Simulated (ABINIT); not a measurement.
Crystal: TiSi2.

```xyz
3
Lattice="4.3746 0.0000 0.0000 -2.1873 3.7885 0.0000 0.0000 0.0000 2.5610" Properties=species:S:1:pos:R:3 pbc="T T T"
Ti    0.0000    0.0000    0.0000
Si    0.0000    2.5257    1.2805
Si    2.1873    1.2628    1.2805
```

The cell was built by a generator and needn't be a form met in nature.

```yaml
Program: ABINIT 10.8.3 (patched build)
Task: relaxation of cell and atoms
Functional: WC
Potentials_or_basis: JTH PAW PBE v2.0
Cutoff: 490 eV
k_mesh: 7 × 7 × 10
Occupations: fermi-dirac, width 0.05 eV
Spin: no spin polarisation
```

At the start: pressure -3.2 GPa; volume 14.15 Å³/atom.

Where does the relaxation end?

Over 6 steps the energy falls by 3.5 meV/atom and the volume is 13.83 Å³/atom (-2.3 %); space group P6/mmm (No. 191, to 0.05 Å).

Step by step:
| step | energy change (eV) | largest force (eV/Å) | pressure (GPa) | volume (Å³) |
| --- | --- | --- | --- | --- |
| 1 | 0.0000 | 0.0003 | -3.21 | 42.45 |
| 2 | -0.0069 | 0.0003 | -1.90 | 42.03 |
| 3 | -0.0105 | 0.0002 | 0.13 | 41.43 |
| 4 | -0.0106 | 0.0001 | 0.04 | 41.46 |
| 5 | -0.0106 | 0.0001 | -0.06 | 41.49 |
| 6 | -0.0106 | 0.0000 | -0.04 | 41.49 |

Final structure:
```yaml
crystal:
  lattice:
    - [4.35130, 0.00002, 0.00000]
    - [-2.17564, 3.76835, 0.00000]
    - [0.00000, 0.00000, 2.53025]
  atoms:
    - { symbol: Ti, position: [0.00000, 0.00000, 0.00000] }
    - { symbol: Si, position: [0.33333, 0.66667, 0.50000] }
    - { symbol: Si, position: [0.66667, 0.33333, 0.50000] }
```

Caveat: the PAW data sets were made with another functional, which shifts forces and pressure a little.
